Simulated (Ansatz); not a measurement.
Crystal: CdTe.

```
Te Cd
1.0
     0.00000    3.20500    3.20500
     3.20500    0.00000    3.20500
     3.20500    3.20500    0.00000
Te Cd
1 1
Direct
  0.75000 0.75000 0.75000
  0.00000 0.00000 0.00000
```

Program: Ansatz 0.2.0. Alike in all runs: potentials or basis Ansatz PAW; cell as given; cutoff (eV) 420. Hardware: 2 threads of Intel(R) Xeon(R) Processor @ 2.70GHz, with other jobs on the host.

Problem. Order these runs on this cell by their wall time, lowest first.
A. task band structure; level PBE; spin off; k mesh 7 × 7 × 7; smearing fermi-dirac 0.05 eV; points for each segment of the path 14; mesh quality not flagged
B. task band structure; level HSEsol; spin off; k mesh 4 × 4 × 4; smearing fermi-dirac 0.05 eV; points for each segment of the path 4; mesh quality coarse
C. task single point; level HSE06; spin SOC, no magnetisation; k mesh 3 × 3 × 3; smearing fermi-dirac 0.05 eV; mesh quality coarse
D. task single point; level PBE; spin off; k mesh 7 × 7 × 7; smearing gaussian 0.011 eV; mesh quality not flagged

Solution. D (2.8 s), A (8.6 s), C (52 s), B (160 s).

Caveats: some runs use coarse meshes.
